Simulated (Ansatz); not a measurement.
## Field gradients against strain in GaP

```xyz
2
Lattice="0.0000 2.7252 2.7252 2.7252 0.0000 2.7252 2.7252 2.7252 0.0000" Properties=species:S:1:pos:R:3 pbc="T T T"
Ga    0.0000    0.0000    0.0000
P     4.0879    4.0879    4.0879
```

Atom numbers follow the list: Ga1, P2.

The cell is COD entry 9008846, as deposited and not checked against the literature; nothing was relaxed.

Method: DFT, PBE, all-electron PAW with datasets made for the crystal, scalar-relativistic in Ansatz 0.2.0.

Settings: a Γ-centred 10×10×10 k mesh, Fermi–Dirac smearing of 0.05 eV, cutoff 240 eV (chosen by the program for this cell), no spin polarisation.

The strain is applied along the Cartesian axes of the cell as listed (the other components stay zero). Fractional coordinates are held (clamped ions).

The columns are Cartesian components of the electric field gradient at the nuclei, in 10²¹ V/m².

Only quantities that a quadratic follows smoothly over the whole series are listed; rougher ones are left out.

```
    εzz  Vzz at Ga1  Vzz at P2
-0.0300        0.64      -0.37
-0.0100        0.21      -0.12
 0.0000        0.00       0.00
 0.0100       -0.20       0.13
 0.0200       -0.40       0.25
 0.0300       -0.59       0.38
```

(1) Fit the series and give the gradient–strain slopes.

(2) One run, at εzz = -0.0200, is withheld. Predict its row.

Results:

(1) Least-squares fits y = p0 + p1 x + p2 x² to the rows give Vzz at Ga1: p1 = -20.5, p2 = 26; Vzz at P2: p1 = 12.5, p2 = 2.4. The slopes p1 are in 10²¹ V/m² per unit strain, for clamped ions.

(2) The fits give 0.42, -0.25; the run gave 0.42, -0.25.
